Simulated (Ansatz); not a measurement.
System: InGaP2 (quasi-random alloy, started on the GaP lattice) (Cm).

The structure is monoclinic, space group Cm (No. 8). Conventional cell: a = 11.226 Å, b = 15.845 Å, c = 9.700 Å, α = 90.00°, β = 125.25°, γ = 90.00°. Nearest to Ga lie 4 P at 2.35 to 2.37 Å. Nearest to In lie 4 P at 2.49 to 2.52 Å. Ga has 4 P at 2.34 to 2.38 Å nearest. Ga has 4 P at 2.33 to 2.38 Å nearest. Nearest to In lie 4 P at 2.50 to 2.53 Å. It derives from GaP. Farther neighbours are not listed.

```yaml
crystal:
  lattice:
    - [-5.61312, 5.59819, -5.60565]
    - [5.62057, 5.60477, 5.60477]
    - [5.60567, -5.59732, -5.59732]
  atoms:
    - { symbol: Ga, position: [0.99454, 0.00502, 0.00009] }
    - { symbol: In, position: [0.24581, 0.49526, 0.25019] }
    - { symbol: Ga, position: [0.50927, 0.00435, 0.50331] }
    - { symbol: In, position: [0.75000, 0.49666, 0.74592] }
    - { symbol: Ga, position: [0.75000, 0.24202, 0.99912] }
    - { symbol: In, position: [0.00066, 0.75061, 0.25063] }
    - { symbol: In, position: [0.24711, 0.25111, 0.49655] }
    - { symbol: Ga, position: [0.50546, 0.76049, 0.75555] }
    - { symbol: In, position: [0.49934, 0.49995, 0.99996] }
    - { symbol: Ga, position: [0.75000, 0.00839, 0.24863] }
    - { symbol: Ga, position: [0.99705, 0.49156, 0.49655] }
    - { symbol: In, position: [0.25419, 0.99945, 0.75439] }
    - { symbol: In, position: [0.25289, 0.75400, 0.99945] }
    - { symbol: Ga, position: [0.50295, 0.24452, 0.24951] }
    - { symbol: In, position: [0.75000, 0.75398, 0.50365] }
    - { symbol: Ga, position: [0.99073, 0.24508, 0.74404] }
    - { symbol: P, position: [0.98647, 0.23982, 0.98627] }
    - { symbol: P, position: [0.26708, 0.76330, 0.26427] }
    - { symbol: P, position: [0.49788, 0.23635, 0.48705] }
    - { symbol: P, position: [0.75000, 0.76083, 0.76330] }
    - { symbol: P, position: [0.75000, 0.48167, 0.99770] }
    - { symbol: P, position: [0.98478, 0.00098, 0.23748] }
    - { symbol: P, position: [0.25404, 0.51721, 0.51752] }
    - { symbol: P, position: [0.51353, 0.00335, 0.74980] }
    - { symbol: P, position: [0.51522, 0.76620, 0.00269] }
    - { symbol: P, position: [0.75000, 0.24944, 0.24672] }
    - { symbol: P, position: [0.99983, 0.73524, 0.50305] }
    - { symbol: P, position: [0.23292, 0.24622, 0.74719] }
    - { symbol: P, position: [0.24596, 0.01317, 0.01348] }
    - { symbol: P, position: [0.50017, 0.48541, 0.25322] }
    - { symbol: P, position: [0.75000, 0.00986, 0.49357] }
    - { symbol: P, position: [0.00212, 0.48847, 0.73916] }
```

The structure was relaxed with LDA. The runs that relaxed it are not among those shown.

Gaps computed with Ansatz 0.2.0 without a self-energy: LDA 1.04 eV, LDA+SOC 1.01 eV and HSE06 2.12 eV.

Question: What gap should G0W0 on LDA give (2×2×2 mesh, 2938 empty bands, screening to 150 eV, PAW set soft_1 files)?

About 1.83 eV: on its mesh the run moves the gap from 1.04 eV by +0.80 eV. Among the scalar-relativistic levels given, HSE06 is nearest (+0.29 eV). Bands and cutoff are finite, so the gap is not at the basis limit. The miss can reach some tenths of an eV and take either sign; the mesh is an error of its own. The many-body steps are scalar-relativistic: spin-orbit coupling is not in them.

[Paths, hosts, dates, memory and timing lines, banners, echoed tables and standing remarks are left out of the program output.]

[Logs are printed without paths, hosts, clocks, repeated set-up lines and the standing remarks that a program may print on its own settings, such as how far it seeks lower states.]

[Runs of the session that timed out or met a known fault of the program may be left out.]

[Cells called generated may have been cut or substituted from an entry of the Crystallography Open Database or the Materials Project.]

[Hosts, paths, dates, database ids (printed as entryN), source tags and the programs' standing remarks are cut or masked in the printed files.]
